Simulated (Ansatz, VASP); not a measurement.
One calculation of Ni, two programs

```
CELL_PARAMETERS angstrom
0.00000 1.71409 1.71409
1.71409 0.00000 1.71409
1.71409 1.71409 0.00000
ATOMIC_POSITIONS crystal
Ni 0.00000 0.00000 0.00000
```

Change from the starting cell: volume scaled by 0.96.

Alike in both runs: task single point; functional PBEsol; k mesh 13 × 13 × 13; occupations fermi-dirac, width 0.05 eV; collinear spin.

```csv
,VASP,Ansatz
version,VASP 6.6.1,Ansatz 0.2.0
potentials or method,"VASP PAW PBE potentials, release 64 (Ni), cutoff 520 eV","all-electron LAPW, scalar-relativistic"
```

VASP gave:

* gap on the k mesh at the Fermi level (eV): none
* pressure (GPa): 7.4
* net moment per atom (μB): 0.62
* size of the moment on the site where the two differ most (μB): 0.62

Problem. Which values does Ansatz return?

Solution. gap on the k mesh at the Fermi level (eV): none; pressure (GPa): 7.5; net moment per atom (μB): 0.63; size of the moment on the site where the two differ most (μB): 0.65.

Site moments also hang on the region over which each program counts them. A gap of «none» marks a metal or a gap that the smearing closes. Ansatz ran all-electron here, so the differences hold the error of VASP's frozen core and of both bases.

Caveats: the PAW data sets were made with another functional, which shifts forces and pressure a little (VASP).
